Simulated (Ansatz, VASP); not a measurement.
# Two plane-wave programs on B2P

File INCAR:

```
  PREC = Accurate
  ENCUT = 520
  EDIFF = 1E-7
  ISMEAR = 0
  SIGMA = 0.1
  LREAL = F
  LASPH = T
  NELM = 100
  ALGO = Normal
  ISIF = 2
  LWAVE = F
  LCHARG = T
  GGA = PE
  LELF = T
  LVHAR = T
  NBANDS = 12
```

File KPOINTS:

```
Automatic mesh
0
Gamma
  18 18 18
```

The input POSCAR:

```
B2P
1.0
    1.5151149748      0.8747520385      3.9248842716
   -1.5151149748      0.8747520385      3.9248842716
    0.0000000000     -1.7495040771      3.9248842716
B P
2 1
Direct
    0.4293397293      0.4293397293      0.4293397293
    0.5706602707      0.5706602707      0.5706602707
    0.0000000000      0.0000000000      0.0000000000
```

Input for Ansatz:

```yaml
crystal:
  lattice:
    - [1.5151149748, 0.8747520385, 3.9248842716]
    - [-1.5151149748, 0.8747520385, 3.9248842716]
    - [0.0, -1.7495040771, 3.9248842716]
  atoms:
    - { symbol: B, position: [0.4293397293, 0.4293397293, 0.4293397293] }
    - { symbol: B, position: [0.5706602707, 0.5706602707, 0.5706602707] }
    - { symbol: P, position: [0.0, 0.0, 0.0] }
basis:
  ecutwfc: 420
kpoints:
  mp_grid: { grid: [18, 18, 18] }
  band_path:
    path:
      - [[0.0, 0.0, 0.0], [0.5, 0.5, 0.5], [0.80021832, 0.19978168, 0.5]]
      - [[0.5, -0.19978168, 0.19978168], [0.5, 0.0, 0.0], [0.0, 0.0, 0.0], [0.34989084, -0.34989084, 0.0]]
      - [[0.65010916, 0.0, 0.34989084], [0.5, 0.0, 0.5], [0.0, 0.0, 0.0]]
    npoints: 14
hamiltonian:
  xc: pbe
scf:
  occupations: { method: gaussian, width: 0.1 }
  n_extra_bands: 7
output:
  forces: true
  stress: true
  eigenvalues: true
  populations: true
  dos: { projected: true, de: 0.02, nscf_kmesh: { grid: [22, 22, 22] } }
  bader: true
  write_density: true
  write_potential: true
  elf: true
  volumetric_format: npy
```

The cell was built by a generator and needn't be a form met in nature.

Alike in both runs: task single point; functional PBE; k mesh 18 × 18 × 18; occupations gaussian, width 0.1 eV; no spin polarisation.

|  | VASP | Ansatz |
| --- | --- | --- |
| version | VASP 6.6.1 | Ansatz 0.2.0 |
| potentials or method | VASP PAW PBE potentials, release 64 (B, P) | scalar-relativistic, plane waves, PAW |
| plane-wave cutoff (eV) | 520 | 420 |
| valence electrons in the cell | 11 | 11 |

|  | VASP | Ansatz | Ansatz less VASP |
| --- | --- | --- | --- |
| gap on the k mesh at the Fermi level (eV) | none | none | - |
| pressure (GPa) | -0.2 | 0.0 | +0.18 |
| largest component of the traceless stress (GPa) | 0.06 | 0.00 | -0.060 |
| rms of the force components (eV/Å) | 0.007 | 0.000 | -0.0073 |

Atom by atom the forces differ by 0.007 eV/Å (rms over components). A gap of «none» marks a metal or a gap that the smearing closes.
